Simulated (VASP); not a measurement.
Crystal: Ga2O3.

```xyz
10
Lattice="2.4997 1.4432 4.5003 -2.4997 1.4432 4.5003 0.0000 -2.8864 4.5003" Properties=species:S:1:pos:R:3 pbc="T T T"
Ga    0.0000    0.0000    4.8058
Ga    0.0000    0.0000    1.9447
Ga    0.0000    0.0000    8.6952
Ga    0.0000    0.0000   11.5563
O    -0.9869    1.4432    7.8756
O    -0.7564   -1.5763    7.8756
O     1.7433    0.1331    7.8756
O     0.9869   -1.4432    5.6254
O     0.7564    1.5763    5.6254
O    -1.7433   -0.1331    5.6254
```

| Quantity | Value |
| --- | --- |
| Program | VASP 6.6.1 |
| Task | relaxation of cell and atoms |
| Functional | PBE |
| Potentials or basis | VASP PAW PBE potentials, release 64 (Ga_d, O) |
| Cutoff | 600 eV |
| k mesh | 7 × 7 × 7 |
| Occupations | gaussian, width 0.03 eV |
| Spin | no spin polarisation |

At the start: pressure 7.7 GPa; volume 9.74 Å³/atom.

**Question.** Where does the relaxation end?

**Answer.** Over 5 steps the energy falls by 8.4 meV/atom and the volume is 10.09 Å³/atom (+3.6 %); space group R-3c (No. 167, to 0.05 Å).

The path:
```tsv
step	energy change (eV)	largest force (eV/Å)	pressure (GPa)	volume (Å³)
1	0.0000	0.0448	7.71	97.41
2	-0.0229	0.0050	-5.77	104.17
3	-0.0835	0.0193	-0.06	100.97
4	-0.0834	0.0199	0.17	100.90
5	-0.0835	0.0060	0.11	100.89
```

Final structure:
```yaml
crystal:
  lattice:
    - [2.53154, 1.46159, 4.54472]
    - [-2.53154, 1.46159, 4.54472]
    - [0.00000, -2.92317, 4.54472]
  atoms:
    - { symbol: Ga, position: [0.35595, 0.35595, 0.35595] }
    - { symbol: Ga, position: [0.14405, 0.14405, 0.14405] }
    - { symbol: Ga, position: [0.64405, 0.64405, 0.64405] }
    - { symbol: Ga, position: [0.85595, 0.85595, 0.85595] }
    - { symbol: O, position: [0.55299, 0.94701, 0.25000] }
    - { symbol: O, position: [0.25000, 0.55299, 0.94701] }
    - { symbol: O, position: [0.94701, 0.25000, 0.55299] }
    - { symbol: O, position: [0.44701, 0.05299, 0.75000] }
    - { symbol: O, position: [0.75000, 0.44701, 0.05299] }
    - { symbol: O, position: [0.05299, 0.75000, 0.44701] }
```
